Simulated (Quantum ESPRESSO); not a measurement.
# Cr (Cmcm) in Quantum ESPRESSO: a series of runs

One crystal, Cr, is run at these levels: PBEsol; tasks: band structure.

Program: Quantum ESPRESSO 7.5. These are calculated values, not measurements. Logs are shortened: lines on timing, memory, paths and dates and some standing lists are left out, and cuts for length are marked.

## 1. The crystal as given

Symmetry: Cmcm, No. 63, orthorhombic system. Conventional cell: a = 2.294 Å, b = 4.934 Å, c = 4.064 Å, α = 90.00°, β = 90.00°, γ = 90.00°. Cr (site symmetry m2m) is surrounded by 8 Cr at 2.29 to 2.62 Å.

This isn't the form of Cr at room conditions, which is bcc.

## 2. Band structure, PBEsol, collinear spin, ferromagnetic start

pw.in reads:

```
&CONTROL
  calculation = 'scf'
  prefix = 'pwscf'
  outdir = './tmp'
  pseudo_dir = './pseudo'
  tprnfor = .true.
  tstress = .true.
  disk_io = 'low'
/
&SYSTEM
  ibrav = 0
  celldm(1) = 8
  nat = 2
  ntyp = 1
  ecutwfc = 94
  nbnd = 24
  occupations = 'smearing'
  smearing = 'fd'
  degauss = 0.00367493
  nspin = 2
  starting_magnetization(1) = 0.2143
/
&ELECTRONS
  conv_thr = 4d-10
  electron_maxstep = 120
  mixing_beta = 0.3
/
ATOMIC_SPECIES
Cr    51.9961 Cr.upf
CELL_PARAMETERS alat
  0.2709514131955  -0.5827502274215   0.0000000000000
  0.2709514131955   0.5827502274215   0.0000000000000
  0.0000000000000   0.0000000000000   0.9600542729969
ATOMIC_POSITIONS crystal
Cr     0.8705325800    0.1294674200    0.7500000000
Cr     0.1294674200    0.8705325800    0.2500000000
K_POINTS automatic
9 9 5 0 0 0
```

pp_density.in reads:

```
&INPUTPP
  prefix = 'pwscf'
  outdir = './tmp'
  filplot = 'density.dat'
  plot_num = 0
/
&PLOT
  nfile = 1
  filepp(1) = 'density.dat'
  iflag = 3
  output_format = 6
  fileout = 'density.cube'
/
```

pp_potential.in reads:

```
&INPUTPP
  prefix = 'pwscf'
  outdir = './tmp'
  filplot = 'potential.dat'
  plot_num = 11
/
&PLOT
  nfile = 1
  filepp(1) = 'potential.dat'
  iflag = 3
  output_format = 6
  fileout = 'potential.cube'
/
```

pp_spin.in reads:

```
&INPUTPP
  prefix = 'pwscf'
  outdir = './tmp'
  filplot = 'spin.dat'
  plot_num = 6
/
&PLOT
  nfile = 1
  filepp(1) = 'spin.dat'
  iflag = 3
  output_format = 6
  fileout = 'spin.cube'
/
```

pp_elf.in reads:

```
&INPUTPP
  prefix = 'pwscf'
  outdir = './tmp'
  filplot = 'elf.dat'
  plot_num = 8
/
&PLOT
  nfile = 1
  filepp(1) = 'elf.dat'
  iflag = 3
  output_format = 6
  fileout = 'elf.cube'
/
```

bands.in reads:

```
&CONTROL
  calculation = 'bands'
  prefix = 'pwscf'
  outdir = './tmp'
  pseudo_dir = './pseudo'
  disk_io = 'low'
  verbosity = 'high'
/
&SYSTEM
  ibrav = 0
  celldm(1) = 8
  nat = 2
  ntyp = 1
  ecutwfc = 94
  nbnd = 24
  occupations = 'smearing'
  smearing = 'fd'
  degauss = 0.00367493
  nspin = 2
  starting_magnetization(1) = 0.2143
/
&ELECTRONS
  conv_thr = 1d-08
  electron_maxstep = 120
  mixing_beta = 0.3
  diago_full_acc = .true.
  startingwfc = 'random'
/
ATOMIC_SPECIES
Cr    51.9961 Cr.upf
CELL_PARAMETERS alat
  0.2709514131955  -0.5827502274215   0.0000000000000
  0.2709514131955   0.5827502274215   0.0000000000000
  0.0000000000000   0.0000000000000   0.9600542729969
ATOMIC_POSITIONS crystal
Cr     0.8705325800    0.1294674200    0.7500000000
Cr     0.1294674200    0.8705325800    0.2500000000
K_POINTS crystal
60
 0.0000000000  0.0000000000  0.0000000000 1
 0.0434350431  0.0434350431  0.0000000000 1
 0.0868700862  0.0868700862  0.0000000000 1
 0.1303051293  0.1303051293  0.0000000000 1
 0.1737401725  0.1737401725  0.0000000000 1
 0.2171752156  0.2171752156  0.0000000000 1
 0.2606102587  0.2606102587  0.0000000000 1
 0.3040453018  0.3040453018  0.0000000000 1
 0.1520226509  0.4020226509  0.0000000000 1
 0.0000000000  0.5000000000  0.0000000000 1
 0.0000000000  0.5000000000  0.1666666667 1
 0.0000000000  0.5000000000  0.3333333333 1
 0.0000000000  0.5000000000  0.5000000000 1
 0.1013484339  0.4346817673  0.5000000000 1
 0.2026968679  0.3693635345  0.5000000000 1
 0.3040453018  0.3040453018  0.5000000000 1
 0.2660396391  0.2660396391  0.5000000000 1
 0.2280339763  0.2280339763  0.5000000000 1
 0.1900283136  0.1900283136  0.5000000000 1
 0.1520226509  0.1520226509  0.5000000000 1
 0.1140169882  0.1140169882  0.5000000000 1
 0.0760113254  0.0760113254  0.5000000000 1
 0.0380056627  0.0380056627  0.5000000000 1
 0.0000000000  0.0000000000  0.5000000000 1
 0.0000000000  0.0000000000  0.3333333333 1
 0.0000000000  0.0000000000  0.1666666667 1
 0.0000000000  0.0000000000  0.0000000000 1
-0.0833333333  0.0833333333  0.0000000000 1
-0.1666666667  0.1666666667  0.0000000000 1
-0.2500000000  0.2500000000  0.0000000000 1
-0.3333333333  0.3333333333  0.0000000000 1
-0.4166666667  0.4166666667  0.0000000000 1
-0.5000000000  0.5000000000  0.0000000000 1
-0.4608090604  0.5391909396  0.0000000000 1
-0.4216181207  0.5783818793  0.0000000000 1
-0.3824271811  0.6175728189  0.0000000000 1
-0.3432362414  0.6567637586  0.0000000000 1
-0.3040453018  0.6959546982  0.0000000000 1
-0.3040453018  0.6959546982  0.1250000000 1
-0.3040453018  0.6959546982  0.2500000000 1
-0.3040453018  0.6959546982  0.3750000000 1
-0.3040453018  0.6959546982  0.5000000000 1
-0.3367044182  0.6632955818  0.5000000000 1
-0.3693635345  0.6306364655  0.5000000000 1
-0.4020226509  0.5979773491  0.5000000000 1
-0.4346817673  0.5653182327  0.5000000000 1
-0.4673408836  0.5326591164  0.5000000000 1
-0.5000000000  0.5000000000  0.5000000000 1
-0.5000000000  0.5000000000  0.3750000000 1
-0.5000000000  0.5000000000  0.2500000000 1
-0.5000000000  0.5000000000  0.1250000000 1
-0.5000000000  0.5000000000  0.0000000000 1
 0.0000000000  0.0000000000  0.5000000000 1
-0.0714285714  0.0714285714  0.5000000000 1
-0.1428571429  0.1428571429  0.5000000000 1
-0.2142857143  0.2142857143  0.5000000000 1
-0.2857142857  0.2857142857  0.5000000000 1
-0.3571428571  0.3571428571  0.5000000000 1
-0.4285714286  0.4285714286  0.5000000000 1
-0.5000000000  0.5000000000  0.5000000000 1
```

Potentials or basis: PseudoDojo 0.4.1 SR PBEsol standard.

The run is started by

```bash
$ OMP_NUM_THREADS=1 mpirun -n 2 pw.x -nk 2 -in pw.in > pw.out
$ OMP_NUM_THREADS=1 mpirun -n 1 pp.x -in pp_density.in > pp_density.out
$ OMP_NUM_THREADS=1 mpirun -n 1 pp.x -in pp_potential.in > pp_potential.out
$ OMP_NUM_THREADS=1 mpirun -n 1 pp.x -in pp_spin.in > pp_spin.out
$ OMP_NUM_THREADS=1 mpirun -n 1 pp.x -in pp_elf.in > pp_elf.out
$ OMP_NUM_THREADS=1 mpirun -n 2 pw.x -nk 2 -in bands.in > bands.out
```

pw.out:

```text
This program is part of the open-source Quantum ESPRESSO suite
     for quantum simulation of materials; please cite
         "P. Giannozzi et al., J. Phys.:Condens. Matter 21 395502 (2009);
         "P. Giannozzi et al., J. Phys.:Condens. Matter 29 465901 (2017);
         "P. Giannozzi et al., J. Chem. Phys. 152 154105 (2020);
     in publications or presentations arising from this work. More details at

     Message from routine setup:
     using ibrav=0 with symmetry is DISCOURAGED, use correct ibrav instead

     K-points division:     npool     =       2
     Subspace diagonalization in iterative solution of the eigenvalue problem:
     a serial algorithm will be used

     G-vector sticks info
     --------------------
     sticks:   dense  smooth     PW     G-vecs:    dense   smooth      PW
     Sum         601     601    195                19143    19143    3509

     Using Slab Decomposition

     bravais-lattice index     =            0
     lattice parameter (alat)  =       8.0000  a.u.
     unit-cell volume          =     155.2278 (a.u.)^3
     number of atoms/cell      =            2
     number of atomic types    =            1
     number of electrons       =        28.00
     number of Kohn-Sham states=           24
     kinetic-energy cutoff     =      94.0000  Ry
     charge density cutoff     =     376.0000  Ry
     scf convergence threshold =      4.0E-10
     mixing beta               =       0.3000
     number of iterations used =            8  plain     mixing
     Exchange-correlation= PBESOL
                           (   1   4  10   8   0   0   0)

     celldm(1)=   8.000000  celldm(2)=   0.000000  celldm(3)=   0.000000
     celldm(4)=   0.000000  celldm(5)=   0.000000  celldm(6)=   0.000000

     crystal axes: (cart. coord. in units of alat)
               a(1) = (   0.270951  -0.582750   0.000000 )
               a(2) = (   0.270951   0.582750   0.000000 )
               a(3) = (   0.000000   0.000000   0.960054 )

     reciprocal axes: (cart. coord. in units 2 pi/alat)
               b(1) = (  1.845349 -0.858001  0.000000 )
               b(2) = (  1.845349  0.858001 -0.000000 )
               b(3) = ( -0.000000  0.000000  1.041608 )

     PseudoPot. # 1 for Cr read from file:
     Cr.upf
     Pseudo is Norm-conserving + core correction, Zval = 14.0
     Generated using ONCVPSP code by D. R. Hamann
     Using radial grid of 1638 points,  6 beta functions with:
                l(1) =   0
                l(2) =   0
                l(3) =   1
                l(4) =   1
                l(5) =   2
                l(6) =   2

     atomic species   valence    mass     pseudopotential
     Cr               14.00    51.99610     Cr( 1.00)

     Starting magnetic structure
     atomic species   magnetization
     Cr              0.214

      8 Sym. Ops., with inversion, found ( 4 have fractional translation)

   Cartesian axes

     site n.     atom                  positions (alat units)
         1        Cr     tau(   1) = (   0.2709514  -0.4318559   0.7200407  )
         2        Cr     tau(   2) = (   0.2709514   0.4318559   0.2400136  )

     number of k points=    75  Fermi-Dirac smearing, width (Ry)=  0.0037
                       cart. coord. in units 2pi/alat
        k(    1) = (   0.0000000   0.0000000   0.0000000), wk =   0.0024691
        k(    2) = (   0.0000000   0.0000000   0.2083216), wk =   0.0049383
        k(    3) = (   0.0000000   0.0000000   0.4166431), wk =   0.0049383
        k(    4) = (   0.2050388   0.0953334   0.0000000), wk =   0.0098765
        k(    5) = (   0.2050388   0.0953334   0.2083216), wk =   0.0197531
        k(    6) = (   0.2050388   0.0953334   0.4166431), wk =   0.0197531
[... 67 lines left out ...]
        k(   74) = (  -0.0000000  -0.7626671   0.2083216), wk =   0.0098765
        k(   75) = (  -0.0000000  -0.7626671   0.4166431), wk =   0.0098765

     Dense  grid:    19143 G-vectors     FFT dimensions: (  32,  32,  48)

     Generating pointlists ...
     new r_m :   0.2235 (alat units)  1.7883 (a.u.) for type    1

     Initial potential from superposition of free atoms

     starting charge      27.9974, renormalised to      28.0000
     Starting wfcs are   20 randomized atomic wfcs +    4 random wfcs

     Self-consistent Calculation

     iteration #  1     ecut=    94.00 Ry     beta= 0.30
     Davidson diagonalization with overlap
     ethr =  1.00E-02,  avg # of iterations =  3.5

     total energy              =    -355.41588311 Ry
     estimated scf accuracy    <       0.75454542 Ry

     total magnetization       =     2.43 Bohr mag/cell
     absolute magnetization    =     2.43 Bohr mag/cell

     iteration #  2     ecut=    94.00 Ry     beta= 0.30
     Davidson diagonalization with overlap
     ethr =  2.69E-03,  avg # of iterations =  1.1

     total energy              =    -355.49254561 Ry
     estimated scf accuracy    <       0.12328292 Ry

     total magnetization       =     2.41 Bohr mag/cell
     absolute magnetization    =     2.41 Bohr mag/cell

     iteration #  3     ecut=    94.00 Ry     beta= 0.30
     Davidson diagonalization with overlap
     ethr =  4.40E-04,  avg # of iterations =  1.8

     total energy              =    -355.52534217 Ry
     estimated scf accuracy    <       0.04048762 Ry

     total magnetization       =     2.05 Bohr mag/cell
     absolute magnetization    =     2.05 Bohr mag/cell

     iteration #  4     ecut=    94.00 Ry     beta= 0.30
     Davidson diagonalization with overlap
     ethr =  1.45E-04,  avg # of iterations =  1.6

     total energy              =    -355.55307580 Ry
     estimated scf accuracy    <       0.00930047 Ry

     total magnetization       =     0.82 Bohr mag/cell
     absolute magnetization    =     0.84 Bohr mag/cell

     iteration #  5     ecut=    94.00 Ry     beta= 0.30
     Davidson diagonalization with overlap
     ethr =  3.32E-05,  avg # of iterations =  2.2

     total energy              =    -355.55174160 Ry
     estimated scf accuracy    <       0.00277549 Ry

     total magnetization       =     0.79 Bohr mag/cell
     absolute magnetization    =     0.81 Bohr mag/cell

     iteration #  6     ecut=    94.00 Ry     beta= 0.30
     Davidson diagonalization with overlap
     ethr =  9.91E-06,  avg # of iterations =  2.0

     total energy              =    -355.55881547 Ry
     estimated scf accuracy    <       0.00088087 Ry

     total magnetization       =     0.11 Bohr mag/cell
     absolute magnetization    =     0.13 Bohr mag/cell

     iteration #  7     ecut=    94.00 Ry     beta= 0.30
     Davidson diagonalization with overlap
     ethr =  3.15E-06,  avg # of iterations =  1.2

     total energy              =    -355.55920839 Ry
     estimated scf accuracy    <       0.00023111 Ry

     total magnetization       =     0.25 Bohr mag/cell
     absolute magnetization    =     0.26 Bohr mag/cell
[... 48 lines left out ...]
     total magnetization       =     0.02 Bohr mag/cell
     absolute magnetization    =     0.02 Bohr mag/cell

     iteration # 13     ecut=    94.00 Ry     beta= 0.30
     Davidson diagonalization with overlap
     ethr =  2.16E-09,  avg # of iterations =  2.0

     total energy              =    -355.55957159 Ry
     estimated scf accuracy    <       0.00000013 Ry

     total magnetization       =     0.01 Bohr mag/cell
     absolute magnetization    =     0.01 Bohr mag/cell

     iteration # 14     ecut=    94.00 Ry     beta= 0.30
     Davidson diagonalization with overlap
     ethr =  4.64E-10,  avg # of iterations =  2.0

     total energy              =    -355.55957264 Ry
     estimated scf accuracy    <       0.00000001 Ry

     total magnetization       =    -0.00 Bohr mag/cell
     absolute magnetization    =     0.00 Bohr mag/cell

     iteration # 15     ecut=    94.00 Ry     beta= 0.30
     Davidson diagonalization with overlap
     ethr =  5.01E-11,  avg # of iterations =  2.0

     total energy              =    -355.55957265 Ry
     estimated scf accuracy    <          1.4E-09 Ry

     total magnetization       =    -0.00 Bohr mag/cell
     absolute magnetization    =     0.00 Bohr mag/cell

     iteration # 16     ecut=    94.00 Ry     beta= 0.30
     Davidson diagonalization with overlap
     ethr =  5.01E-12,  avg # of iterations =  2.0

     total energy              =    -355.55957265 Ry
     estimated scf accuracy    <          5.6E-10 Ry

     total magnetization       =     0.00 Bohr mag/cell
     absolute magnetization    =     0.00 Bohr mag/cell

     iteration # 17     ecut=    94.00 Ry     beta= 0.30
     Davidson diagonalization with overlap
     ethr =  1.99E-12,  avg # of iterations =  2.0

     Magnetic moment per site  (integrated on atomic sphere of radius R)
     atom   1 (R=0.224)  charge= 11.8064  magn=  0.0000
     atom   2 (R=0.224)  charge= 11.8064  magn=  0.0000

     End of self-consistent calculation

     Number of k-points >= 100: set verbosity='high' to print the bands.

     the Fermi energy is    19.5763 ev

!    total energy              =    -355.55957265 Ry
     estimated scf accuracy    <          3.7E-11 Ry
     smearing contrib. (-TS)   =      -0.00176284 Ry
     internal energy E=F+TS    =    -355.55780981 Ry

     The total energy is F=E-TS. E is the sum of the following terms:
     one-electron contribution =    -110.12919910 Ry
     hartree contribution      =      71.53309708 Ry
     xc contribution           =     -52.28971324 Ry
     ewald contribution        =    -264.67199456 Ry

     total magnetization       =     0.00 Bohr mag/cell
     absolute magnetization    =     0.00 Bohr mag/cell

     convergence has been achieved in  17 iterations

     Forces acting on atoms (cartesian axes, Ry/au):

     atom    1 type  1   force =     0.00000000    0.00802881    0.00000000
     atom    2 type  1   force =    -0.00000000   -0.00802881    0.00000000

     Total force =     0.011354     Total SCF correction =     0.000009

     Computing stress (Cartesian axis) and pressure

          total   stress  (Ry/bohr**3)                   (kbar)     P=      -11.32
  -0.00017741   0.00000000   0.00000000          -26.10        0.00        0.00
   0.00000000  -0.00027387   0.00000000            0.00      -40.29        0.00
   0.00000000   0.00000000   0.00022044            0.00        0.00       32.43

=------------------------------------------------------------------------------=
   JOB DONE.
=------------------------------------------------------------------------------=
```

Run time: 2 min. Hardware: 2 MPI ranks of Arm Neoverse V1, shared host; peak memory 0.26 GiB.

Results:

```yaml
Free_energy: -4837.6344 eV
Pressure: -1.1 GPa
Largest_force: 0.206 eV/Å
Band_gap_on_the_k_mesh: none (metal or under the smearing width)
Net_moment: 0.00 μB per cell
Absolute_moment: 0.00 μB per cell
Valence_electrons_inside_the_program's_atomic_spheres: Cr 11.81
```

Forces on the atoms (eV/Å):
```
Cr   0.000  0.206  0.000
Cr   0.000 -0.206  0.000
```

Stress tensor (GPa, compression positive):
```
-2.61  0.00  0.00
 0.00 -4.03  0.00
 0.00  0.00  3.24
```

Levels at the corners of the path, in eV from the Fermi level:
Spin up:
```
point  band 12  band 13  band 14  band 15  band 16  band 17
    Γ    -1.90    -0.85     0.19     0.95     1.05     1.09
    X    -1.70    -1.48    -0.23     0.33     1.45     2.01
    S    -1.34    -0.31     0.06     0.27     1.91     2.13
    R    -2.39     0.11     0.11     1.37     1.37     2.46
    A    -1.92    -1.48    -1.48     0.97     0.97     2.36
    Z    -1.92    -1.19    -1.19     0.58     0.58     0.83
    Γ    -1.90    -0.85     0.19     0.95     1.05     1.09
    Y    -2.46    -1.96    -1.40     0.56     2.13     2.64
   X1    -1.70    -1.48    -0.23     0.33     1.45     2.01
   A1    -1.92    -1.48    -1.48     0.97     0.97     2.36
    T    -2.70     0.25     0.25     1.57     1.57     2.38
    Y    -2.46    -1.96    -1.40     0.56     2.13     2.64
    Z    -1.92    -1.19    -1.19     0.58     0.58     0.83
    T    -2.70     0.25     0.25     1.57     1.57     2.38
```
Spin down:
```csv
point,band 12,band 13,band 14,band 15,band 16,band 17
Γ,-1.90,-0.85,0.19,0.95,1.05,1.09
X,-1.70,-1.48,-0.23,0.33,1.45,2.01
S,-1.34,-0.31,0.06,0.27,1.91,2.13
R,-2.39,0.11,0.11,1.37,1.37,2.46
A,-1.92,-1.48,-1.48,0.97,0.97,2.36
Z,-1.92,-1.19,-1.19,0.58,0.58,0.83
Γ,-1.90,-0.85,0.19,0.95,1.05,1.09
Y,-2.46,-1.96,-1.40,0.56,2.13,2.64
X1,-1.70,-1.48,-0.23,0.33,1.45,2.01
A1,-1.92,-1.48,-1.48,0.97,0.97,2.36
T,-2.70,0.25,0.25,1.57,1.57,2.38
Y,-2.46,-1.96,-1.40,0.56,2.13,2.64
Z,-1.92,-1.19,-1.19,0.58,0.58,0.83
T,-2.70,0.25,0.25,1.57,1.57,2.38
```

Caveat: the k mesh is coarse; the starting moments collapsed, and a magnetic state may lie lower.

[end of part 1 of 2]
